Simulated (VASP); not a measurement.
# KI (Fm-3m) in VASP: further runs

The runs below take KI through single point, with PBE.

All numbers are computed with VASP 6.6.1; they aren't measurements. Logs are shortened: lines on timing, memory, paths and dates and some standing lists are left out, and cuts for length are marked.

**Experimental background.**

From a printed reference work, monograph, for a bulk crystal of KI: band gap 6.32 eV.

The runs below are set against these values where they give the same quantity.

## 1. The cell of the first run

It takes space group Fm-3m (No. 225, cubic). Conventional cell: a = 6.877 Å, b = 6.877 Å, c = 6.877 Å, α = 90.00°, β = 90.00°, γ = 90.00°. Within 4.5 Å of K (site symmetry m-3m) lie 6 I at 3.44 Å. I (site symmetry m-3m) has 6 K at 3.44 Å within 4.5 Å.

## 2. Single point, PBE (volume scaled by 0.88)

INCAR

```
ALGO = Normal
EDIFF = 1E-6
ENCUT = 520
GGA = PE
ISIF = 2
ISMEAR = 0
LASPH = True
LCHARG = False
LREAL = False
LWAVE = False
NBANDS = 15
NELM = 100
PREC = Accurate
SIGMA = 0.02
```

KPOINTS

```
k-points
0
Gamma
  6 6 6
```

POSCAR

```
KI
1.0
    0.0000000000      3.4384975879      3.4384975879
    3.4384975879      0.0000000000      3.4384975879
    3.4384975879      3.4384975879      0.0000000000
K I
1 1
Direct
    0.0000000000      0.0000000000      0.0000000000
    0.5000000000      0.5000000000      0.5000000000
```

Potentials or basis: VASP PAW PBE potentials, release 64 (K_sv, I).

Command:

```sh
$ cat potpaw_PBE.64/K_sv/POTCAR potpaw_PBE.64/I/POTCAR > POTCAR
$ mpirun -np 1 vasp_std > vasp.out
```

OUTCAR:

```text
EDIFF = 1E-6
   ENCUT = 520
   GGA = PE
   ISIF = 2
   ISMEAR = 0
   LASPH = True
   LREAL = False
   NELM = 100
   PREC = Accurate

 ion  position               nearest neighbor table
   1  0.000  0.000  0.000-   2 3.44   2 3.44   2 3.44   2 3.44   2 3.44   2 3.44
   2  0.500  0.500  0.500-   1 3.44   1 3.44   1 3.44   1 3.44   1 3.44   1 3.44

  LATTYP: Found a face centered cubic cell.
 ALAT       =     6.8769951758

  Lattice vectors:

 A1 = (   0.0000000000,   3.4384975879,   3.4384975879)
 A2 = (   3.4384975879,   0.0000000000,   3.4384975879)
 A3 = (   3.4384975879,   3.4384975879,   0.0000000000)

Analysis of symmetry for initial positions (statically):
=====================================================================
 Subroutine PRICEL returns:
 Original cell was already a primitive cell.

 Routine SETGRP: Setting up the symmetry group for a
 face centered cubic supercell.

 Subroutine GETGRP returns: Found 48 space group operations
 (whereof 48 operations were pure point group operations)
 out of a pool of 48 trial point group operations.

The static configuration has the point symmetry O_h .

Analysis of symmetry for dynamics (positions and initial velocities):
=====================================================================
 Subroutine PRICEL returns:
 Original cell was already a primitive cell.

 Routine SETGRP: Setting up the symmetry group for a
 face centered cubic supercell.

 Subroutine GETGRP returns: Found 48 space group operations
 (whereof 48 operations were pure point group operations)
 out of a pool of 48 trial point group operations.

The dynamic configuration has the point symmetry O_h .

 Subroutine INISYM returns: Found 48 space group operations
 (whereof 48 operations are pure point group operations),
 and found     1 'primitive' translations

----------------------------------------------------------------------------------------

                                     Primitive cell

  volume of cell :      81.3085

  direct lattice vectors                    reciprocal lattice vectors
     0.000000000  3.438497588  3.438497588    -0.145412346  0.145412346  0.145412346
     3.438497588  0.000000000  3.438497588     0.145412346 -0.145412346  0.145412346
     3.438497588  3.438497588  0.000000000     0.145412346  0.145412346 -0.145412346

  length of vectors
     4.862769923  4.862769923  4.862769923     0.251861571  0.251861571  0.251861571

  position of ions in fractional coordinates (direct lattice)
     0.000000000  0.000000000  0.000000000
     0.500000000  0.500000000  0.500000000

  ion indices of the primitive-cell ions
   primitive index   ion index
                 1           1
                 2           2

----------------------------------------------------------------------------------------

 KPOINTS: k-points

Automatic generation of k-mesh.
 Grid dimensions read from file:
 generate k-points for:    6    6    6

 Generating k-lattice:

  Cartesian coordinates                     Fractional coordinates (reciprocal lattice)
    -0.024235391  0.024235391  0.024235391     0.166666667  0.000000000  0.000000000
     0.024235391 -0.024235391  0.024235391     0.000000000  0.166666667  0.000000000
     0.024235391  0.024235391 -0.024235391     0.000000000  0.000000000  0.166666667

  Length of vectors
     0.041976928  0.041976928  0.041976928

  Shift w.r.t. Gamma in fractional coordinates (k-lattice)
     0.000000000  0.000000000  0.000000000

 Subroutine IBZKPT returns following result:
 ===========================================

 Found     16 irreducible k-points:

 Following reciprocal coordinates:
            Coordinates               Weight
  0.000000  0.000000  0.000000      1.000000
  0.166667  0.000000  0.000000      8.000000
  0.333333  0.000000  0.000000      8.000000
  0.500000  0.000000  0.000000      4.000000
  0.166667  0.166667  0.000000      6.000000
  0.333333  0.166667  0.000000     24.000000
[... 8 lines left out ...]
 -0.333333  0.333333  0.166667     24.000000
 -0.333333  0.500000  0.166667     12.000000
   k-points           NKPTS =     16   k-points in BZ     NKDIM =     16   number of bands    NBANDS=     15
   number of dos      NEDOS =    301   number of ions     NIONS =      2
   total plane-waves  NPLWV =  46656
   dimension x,y,z NGX =    36 NGY =   36 NGZ =   36
   dimension x,y,z NGXF=    72 NGYF=   72 NGZF=   72
   ions per type =               1   1
   NGX,Y,Z   is equivalent  to a cutoff of  12.31, 12.31, 12.31 a.u.
   NGXF,Y,Z  is equivalent  to a cutoff of  24.61, 24.61, 24.61 a.u.
 SYSTEM =  unknown system
   PREC   = accura    normal or accurate (medium, high low for compatibility)
   ISTART =      0    job   : 0-new  1-cont  2-samecut
   ICHARG =      2    charge: 1-file 2-atom 10-const
   ISPIN  =      1    spin polarized calculation?
   LNONCOLLINEAR =      F non collinear calculations
   LSORBIT =      F    spin-orbit coupling
[... 30 lines left out ...]
   AEXX    =    0.0000 exact exchange contribution
   IVDW    =     0    specifies the selected vdW correction
   LEPSILON=     F    determine dielectric tensor
   LRPA    =     F    only Hartree local field effects (RPA)
 non-spin polarized calculation
 Gauss-broadening in eV      SIGMA  =   0.02
  energy-cutoff  :      520.00
  volume of cell :       81.31
 maximum number of plane-waves:      2202
   NGX = 19   NGY = 19   NGZ = 19

 number of electron      16.0000001 magnetization

 Free energy of the ion-electron system (eV)
  ---------------------------------------------------
  ext. energy  EPLUGINS =         0.00000000
  ---------------------------------------------------
  free energy    TOTEN  =        -5.50335747 eV

  energy without entropy =       -5.50335747  energy(sigma->0) =       -5.50335747

 E-fermi :   0.2021     XC(G=0):  -7.5012

 val. band max:        0.0304324207   @ k =   0.0000   0.0000   0.0000
 cond. band min:       4.1925534573   @ k =   0.0000   0.0000   0.0000
 fundamental gap:      4.1621210366
 Fermi energy:         0.2021231315

 k-point     1 :       0.0000    0.0000    0.0000
  band No.  band energies     occupation
      1     -28.3408      2.00000
      2     -11.8397      2.00000
      3     -11.8397      2.00000
      4     -11.8397      2.00000
      5     -10.6047      2.00000
      6       0.0304      2.00000
      7       0.0304      2.00000
      8       0.0304      2.00000
      9       4.1926      0.00000
     10       6.4811      0.00000
     11       6.4811      0.00000
     12       6.4811      0.00000
     13       7.2551      0.00000
     14       7.2551      0.00000
     15       9.8980      0.00000

 k-point     2 :       0.1667    0.0000    0.0000
  band No.  band energies     occupation
      1     -28.3399      2.00000
      2     -11.9090      2.00000
      3     -11.8404      2.00000
      4     -11.8404      2.00000
      5     -10.4943      2.00000
      6      -0.4531      2.00000
      7      -0.0814      2.00000
      8      -0.0814      2.00000
      9       4.8554      0.00000
     10       6.4340      0.00000
     11       6.7960      0.00000
     12       6.7960      0.00000
     13       7.6210      0.00000
     14       7.6210      0.00000
     15      10.8426      0.00000

 k-point     3 :       0.3333    0.0000    0.0000
  band No.  band energies     occupation
      1     -28.3383      2.00000
      2     -12.0235      2.00000
      3     -11.8417      2.00000
      4     -11.8417      2.00000
      5     -10.2942      2.00000
      6      -1.1838      2.00000
      7      -0.2858      2.00000
      8      -0.2858      2.00000
      9       5.4994      0.00000
     10       7.2737      0.00000
     11       7.5715      0.00000
     12       7.5715      0.00000
     13       8.5658      0.00000
     14       8.5658      0.00000
     15      10.0595      0.00000
[... 199 lines left out ...]
 k-point    15 :      -0.3333    0.3333    0.1667
  band No.  band energies     occupation
      1     -28.3367      2.00000
      2     -11.9750      2.00000
      3     -11.8746      2.00000
      4     -11.8609      2.00000
      5     -10.2946      2.00000
      6      -1.0791      2.00000
      7      -0.7040      2.00000
      8      -0.4920      2.00000
      9       6.3569      0.00000
     10       6.6713      0.00000
     11       7.3095      0.00000
     12       8.5127      0.00000
     13       9.0332      0.00000
     14       9.4135      0.00000
     15      10.2153      0.00000

 k-point    16 :      -0.3333    0.5000    0.1667
  band No.  band energies     occupation
      1     -28.3364      2.00000
      2     -11.9088      2.00000
      3     -11.8950      2.00000
      4     -11.8755      2.00000
      5     -10.3512      2.00000
      6      -0.9580      2.00000
      7      -0.6110      2.00000
      8      -0.6032      2.00000
      9       5.6334      0.00000
     10       6.6386      0.00000
     11       7.5745      0.00000
     12       8.6351      0.00000
     13       8.7320      0.00000
     14       9.8624      0.00000
     15      10.4347      0.00000

------------------------ aborting loop because EDIFF is reached ----------------------------------------

  FORCE on cell =-STRESS in cart. coord.  units (eV):
  Direction    XX          YY          ZZ          XY          YZ          ZX
  --------------------------------------------------------------------------------------
  -------------------------------------------------------------------------------------
  Total        0.9846012      0.9846012      0.9846012      0.0000000      0.0000000      0.0000000
  in kB       19.4014772     19.4014772     19.4014772      0.0000000      0.0000000      0.0000000
  external PRESSURE =      19.4014772 kB  Pullay stress =       0.0000000 kB

 VOLUME and BASIS-vectors are now :
 -----------------------------------------------------------------------------
  energy-cutoff  :      520.00
  volume of cell :       81.31
      direct lattice vectors                 reciprocal lattice vectors
     0.000000000  3.438497588  3.438497588    -0.145412346  0.145412346  0.145412346
     3.438497588  0.000000000  3.438497588     0.145412346 -0.145412346  0.145412346
     3.438497588  3.438497588  0.000000000     0.145412346  0.145412346 -0.145412346

 POSITION                                       TOTAL-FORCE (eV/Angst)
 -----------------------------------------------------------------------------------
      0.00000      0.00000      0.00000         0.000000     -0.000000     -0.000000
      3.43850      3.43850      3.43850        -0.000000      0.000000      0.000000
 -----------------------------------------------------------------------------------
    total drift:                                0.000000      0.000000      0.000000

  FREE ENERGIE OF THE ION-ELECTRON SYSTEM (eV)
  ---------------------------------------------------
  free  energy   TOTEN  =        -5.5033574704 eV

  energy  without entropy=       -5.5033574704  energy(sigma->0) =       -5.50335747
```

Wall time 12 s (1 thread of Intel Xeon Platinum 8488C (Sapphire Rapids), shared host); peak memory 0.21 GiB.

What came out:

* Free energy: -5.5034 eV
* Pressure: 1.9 GPa
* Band gap on the k mesh: 4.16 eV, direct

Levels at points of the mesh, in eV from the valence-band top:
```tsv
k point	band 6	band 7	band 8	band 9	band 10	band 11
(0.00, 0.00, 0.00)	0.00	0.00	0.00	4.16	6.45	6.45
(0.50, 0.00, 0.00)	-1.52	-0.41	-0.41	5.60	7.93	8.31
(0.50, 0.50, 0.00)	-1.13	-0.41	-0.41	4.79	5.96	8.17
```

Caveat: the cell differs from its parent crystal (volume scaled by 0.88); spin-orbit coupling is left out, which moves the levels of the heavy elements.

## 3. Single point, PBE (volume scaled by 0.91)

INCAR

```
PREC     = Accurate       # precision mode
ENCUT    = 520            # plane-wave cutoff, eV
EDIFF    = 1E-6           # SCF threshold, eV
ISMEAR   = 0              # smearing method
SIGMA    = 0.02           # smearing width, eV
LREAL    = False          # projectors in reciprocal space
LASPH    = True           # aspherical terms in the spheres
NELM     = 100            # most SCF steps
ALGO     = Normal         # electronic algorithm
ISIF     = 2              # what is computed and relaxed
LWAVE    = False          # write WAVECAR
LCHARG   = False          # write CHGCAR
GGA      = PE             # functional
NBANDS   = 15             # bands
```

KPOINTS

```
Automatic mesh
0
Gamma
  6 6 6
```

POSCAR

```
KI
1.0
    0.0000000000      3.4771356262      3.4771356262
    3.4771356262      0.0000000000      3.4771356262
    3.4771356262      3.4771356262      0.0000000000
K I
1 1
Direct
    0.0000000000      0.0000000000      0.0000000000
    0.5000000000      0.5000000000      0.5000000000
```

Potentials or basis: VASP PAW PBE potentials, release 64 (K_sv, I).

Command:

```sh
$ cat potpaw_PBE.64/K_sv/POTCAR potpaw_PBE.64/I/POTCAR > POTCAR
$ mpirun -np 1 vasp_std > vasp.out
```

Run time: 17 s. Hardware: 1 thread of Intel Xeon Platinum 8488C (Sapphire Rapids), shared host; peak memory 0.23 GiB.

Results (log left out):

```
Free energy            : -5.5316 eV
Pressure               : 1.3 GPa
Band gap on the k mesh : 4.08 eV, direct
```

Levels at points of the mesh, in eV from the valence-band top:
```csv
k point,band 6,band 7,band 8,band 9,band 10,band 11
"(0.00, 0.00, 0.00)",0.00,0.00,0.00,4.08,6.47,6.47
"(0.50, 0.00, 0.00)",-1.43,-0.38,-0.38,5.57,7.84,8.24
"(0.50, 0.50, 0.00)",-1.07,-0.39,-0.39,4.85,5.88,8.14
```

Caveat: the cell differs from its parent crystal (volume scaled by 0.91); spin-orbit coupling is left out, which moves the levels of the heavy elements.

## 4. Single point, PBE

This run uses another cell than the first one, of 44.09 Å³/atom, 1.085 times its volume.

INCAR

```
SYSTEM = KI
PREC = Accurate ; ENCUT = 520
EDIFF = 1E-6 ; ISMEAR = 0
SIGMA = 0.02 ; LREAL = .FALSE.
LASPH = .TRUE. ; NELM = 80
ALGO = Normal ; ISIF = 2
LWAVE = .FALSE. ; LCHARG = .FALSE.
GGA = PE ; NBANDS = 15
```

KPOINTS

```
Automatic mesh
0
G
  6 6 6
  0 0 0
```

POSCAR

```
KI
1.0
    0.0000000000      3.5327750000      3.5327750000
    3.5327750000      0.0000000000      3.5327750000
    3.5327750000      3.5327750000      0.0000000000
K I
1 1
Direct
    0.0000000000      0.0000000000      0.0000000000
    0.5000000000      0.5000000000      0.5000000000
```

Command:

```sh
$ cat potpaw_PBE.64/K_sv/POTCAR potpaw_PBE.64/I/POTCAR > POTCAR
$ mpirun -np 1 vasp_std > vasp.out
```

It took 18 s on 1 thread of Intel Xeon Platinum 8488C (Sapphire Rapids), shared host; peak memory 0.24 GiB.

Results (log left out):

- Free energy: -5.5564 eV
- Pressure: 0.6 GPa
- Band gap on the k mesh: 3.96 eV, direct

Levels at points of the mesh, in eV from the valence-band top:
```csv
k point,band 6,band 7,band 8,band 9,band 10,band 11
"(0.00, 0.00, 0.00)",0.00,0.00,0.00,3.96,6.50,6.50
"(0.50, 0.00, 0.00)",-1.32,-0.34,-0.34,5.52,7.71,8.14
"(0.50, 0.50, 0.00)",-1.00,-0.37,-0.37,4.93,5.77,8.10
```

Caveat: spin-orbit coupling is left out, which moves the levels of the heavy elements.

## 5. Single point, PBE (volume scaled by 0.94)

INCAR

```
ALGO = Normal
EDIFF = 1E-6
ENCUT = 520
GGA = PE
ISIF = 2
ISMEAR = 0
LASPH = True
LCHARG = False
LREAL = False
LWAVE = False
NBANDS = 15
NELM = 100
PREC = Accurate
SIGMA = 0.02
```

KPOINTS

```
k-points
0
Gamma
  6 6 6
```

POSCAR

```
KI
1.0
    0.0000000000      3.5149335400      3.5149335400
    3.5149335400      0.0000000000      3.5149335400
    3.5149335400      3.5149335400      0.0000000000
K I
1 1
Direct
    0.0000000000      0.0000000000      0.0000000000
    0.5000000000      0.5000000000      0.5000000000
```

Command:

```sh
$ cat potpaw_PBE.64/K_sv/POTCAR potpaw_PBE.64/I/POTCAR > POTCAR
$ mpirun -np 1 vasp_std > vasp.out
```

Run time: 17 s. Hardware: 1 thread of Intel Xeon Platinum 8488C (Sapphire Rapids), shared host; peak memory 0.23 GiB.

It converged, with:

```
Free energy            : -5.5503 eV
Pressure               : 0.8 GPa
Band gap on the k mesh : 4.00 eV, direct
```

Levels at points of the mesh, in eV from the valence-band top:
```csv
k point,band 5,band 6,band 7,band 8,band 9,band 10,band 11,band 12
"(0.00, 0.00, 0.00)",-10.53,0.00,0.00,0.00,4.00,6.49,6.49,6.49
"(0.50, 0.00, 0.00)",-10.23,-1.35,-0.35,-0.35,5.54,7.75,8.18,8.18
"(0.50, 0.50, 0.00)",-10.38,-1.02,-0.38,-0.38,4.91,5.80,8.11,8.76
```

Caveat: the cell differs from its parent crystal (volume scaled by 0.94); spin-orbit coupling is left out, which moves the levels of the heavy elements.

## 6. Single point, PBE (volume scaled by 0.97)

INCAR

```
ALGO     = Normal         # electronic algorithm
EDIFF    = 1E-6           # SCF threshold, eV
ENCUT    = 520            # plane-wave cutoff, eV
GGA      = PE             # functional
ISIF     = 2              # what is computed and relaxed
ISMEAR   = 0              # smearing method
LASPH    = True           # aspherical terms in the spheres
LCHARG   = False          # write CHGCAR
LREAL    = False          # projectors in reciprocal space
LWAVE    = False          # write WAVECAR
NBANDS   = 15             # bands
NELM     = 80             # most SCF steps
PREC     = Accurate       # precision mode
SIGMA    = 0.02           # smearing width, eV
```

KPOINTS is that of step 5.

POSCAR

```
KI
1.0
    0.0000000000      3.5519355595      3.5519355595
    3.5519355595      0.0000000000      3.5519355595
    3.5519355595      3.5519355595      0.0000000000
K I
1 1
Direct
    0.0000000000      0.0000000000      0.0000000000
    0.5000000000      0.5000000000      0.5000000000
```

Potentials or basis: VASP PAW PBE potentials, release 64 (K_sv, I).

Command:

```sh
$ cat potpaw_PBE.64/K_sv/POTCAR potpaw_PBE.64/I/POTCAR > POTCAR
$ mpirun -np 1 vasp_std > vasp.out
```

It took 18 s on 1 thread of Intel Xeon Platinum 8488C (Sapphire Rapids), shared host; peak memory 0.24 GiB.

It converged, with:

* Free energy: -5.5611 eV
* Pressure: 0.4 GPa
* Band gap on the k mesh: 3.93 eV, direct

Levels at points of the mesh, in eV from the valence-band top:
| k point | band 5 | band 6 | band 7 | band 8 | band 9 | band 10 | band 11 | band 12 |
| --- | --- | --- | --- | --- | --- | --- | --- | --- |
| (0.00, 0.00, 0.00) | -10.48 | 0.00 | 0.00 | 0.00 | 3.93 | 6.50 | 6.50 | 6.50 |
| (0.50, 0.00, 0.00) | -10.22 | -1.28 | -0.32 | -0.32 | 5.51 | 7.66 | 8.11 | 8.11 |
| (0.50, 0.50, 0.00) | -10.34 | -0.97 | -0.36 | -0.36 | 4.96 | 5.73 | 8.08 | 8.66 |

Caveat: the cell differs from its parent crystal (volume scaled by 0.97); spin-orbit coupling is left out, which moves the levels of the heavy elements.

## 7. Overview

```csv
cell,gap on the mesh (eV),pressure (GPa)
"a = 4.863 Å, angles 60.0°, 2 atoms",4.16,1.9
"a = 4.917 Å, angles 60.0°, 2 atoms",4.08,1.3
"a = 4.996 Å, angles 60.0°, 2 atoms",3.96,0.6
"a = 4.971 Å, angles 60.0°, 2 atoms",4.00,0.8
"a = 5.023 Å, angles 60.0°, 2 atoms",3.93,0.4
```

Alike in all rows: task single point; level PBE; potentials or basis VASP PAW PBE potentials, release 64 (K_sv, I); no spin polarisation; k mesh 6 × 6 × 6; cutoff (eV) 520; smearing gaussian 0.02 eV.

Caveats: spin-orbit coupling is left out, which moves the levels of the heavy elements.

Total energies depend on the potentials used, so only differences within one code and one set of settings carry meaning.

## 8. Comparison with measurements

Step 4. Against the measured gap of KI, 6.32 eV (a printed reference work, monograph), the calculated 3.96 eV is off by -2.36 eV. Spin-orbit coupling on I is left out. The value is that of PBE, without temperature or zero-point motion. Semilocal functionals fall short of measured gaps as a rule.
